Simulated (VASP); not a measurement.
Computed with PBE GGA, VASP's PBE PAW potentials (set 64) (plane waves; VASP 6.6.1).

VASP ran on this input.

### INCAR
```
SIGMA = 0.05   ! width (eV)
ENCUT = 520
LASPH = .TRUE.   ! aspherical one-centre terms
LCHARG = .FALSE.
ALGO = Normal   ! blocked Davidson
GGA = PE
LREAL = .FALSE.
SYSTEM = BaF2
ISIF = 2   ! forces and stress, cell fixed
LWAVE = .FALSE.
PREC = Accurate
ISMEAR = 0   ! Gaussian
EDIFF = 1E-6
NELM = 100
LMAXMIX = 4   ! l cut-off of mixed one-centre charges
```

### KPOINTS
```
Automatic
0
gamma
 5 5 5
0 0 0
```

### POSCAR
```
BaF2
1
    0.0000000000     3.1620000000     3.1620000000
    3.1620000000     0.0000000000     3.1620000000
    3.1620000000     3.1620000000     0.0000000000
Ba F
1 2
Direct
  0.0000000000   0.0000000000   0.0000000000
  0.2500000000   0.2500000000   0.2500000000
  0.7500000000   0.7500000000   0.7500000000
```

POTCAR, in this order: Ba_sv F (PBE.64 set). Program: vasp_std.

Output

**OSZICAR**
```
       N       E                     dE             d eps       ncg     rms          rms(c)
DAV:   1     0.164958404222E+03    0.16496E+03   -0.13294E+04   320   0.140E+03
DAV:   2    -0.121618103687E+02   -0.17712E+03   -0.17197E+03   408   0.298E+02
DAV:   3    -0.188230070357E+02   -0.66612E+01   -0.66542E+01   416   0.665E+01
DAV:   4    -0.189287380466E+02   -0.10573E+00   -0.10572E+00   440   0.681E+00
DAV:   5    -0.189300890910E+02   -0.13510E-02   -0.13510E-02   408   0.603E-01    0.839E+00
DAV:   6    -0.171059101061E+02    0.18242E+01   -0.10295E+01   320   0.244E+01    0.410E+00
DAV:   7    -0.170973886137E+02    0.85215E-02   -0.35085E-01   408   0.545E+00    0.205E+00
DAV:   8    -0.171148250326E+02   -0.17436E-01   -0.58363E-02   368   0.294E+00    0.267E-01
DAV:   9    -0.171240093661E+02   -0.91843E-02   -0.14008E-02   400   0.848E-01    0.150E-01
DAV:  10    -0.171266894654E+02   -0.26801E-02   -0.40220E-03   344   0.452E-01    0.439E-02
DAV:  11    -0.171266694024E+02    0.20063E-04   -0.38823E-04   432   0.154E-01    0.172E-02
DAV:  12    -0.171266926734E+02   -0.23271E-04   -0.60105E-05   320   0.585E-02    0.271E-03
DAV:  13    -0.171266929583E+02   -0.28496E-06   -0.91405E-07   344   0.800E-03
   1 F= -.17126693E+02 E0= -.17126693E+02  d E =-.144544E-17
```

### OUTCAR
```
------------------------ aborting loop because EDIFF is reached ----------------------------------------
  FORCE on cell =-STRESS in cart. coord.  units (eV):
  Direction    XX          YY          ZZ          XY          YZ          ZX
  --------------------------------------------------------------------------------------
  Total       -0.4001258     -0.4001258     -0.4001258      0.0000000     -0.0000000      0.0000000
  in kB      -10.1389155    -10.1389155    -10.1389155      0.0000000     -0.0000000      0.0000000
  external PRESSURE =     -10.1389155 kB  Pullay stress =       0.0000000 kB
  volume of cell :       63.23
      direct lattice vectors                 reciprocal lattice vectors
     0.000000000  3.162000000  3.162000000    -0.158127767  0.158127767  0.158127767
     3.162000000  0.000000000  3.162000000     0.158127767 -0.158127767  0.158127767
     3.162000000  3.162000000  0.000000000     0.158127767  0.158127767 -0.158127767
 POSITION                                       TOTAL-FORCE (eV/Angst)
 -----------------------------------------------------------------------------------
      0.00000      0.00000      0.00000         0.000000      0.000000      0.000000
      1.58100      1.58100      1.58100         0.000000      0.000000      0.000000
      4.74300      4.74300      4.74300        -0.000000     -0.000000     -0.000000
 -----------------------------------------------------------------------------------
    total drift:                                0.000000      0.000000      0.000000
  FREE ENERGIE OF THE ION-ELECTRON SYSTEM (eV)
  ---------------------------------------------------
  free  energy   TOTEN  =       -17.1266929583 eV

  energy  without entropy=      -17.1266929583  energy(sigma->0) =      -17.12669296
```
(Selected blocks of OUTCAR.)

The compound is BaF2 in the fluorite structure. The cell was not relaxed at this level.
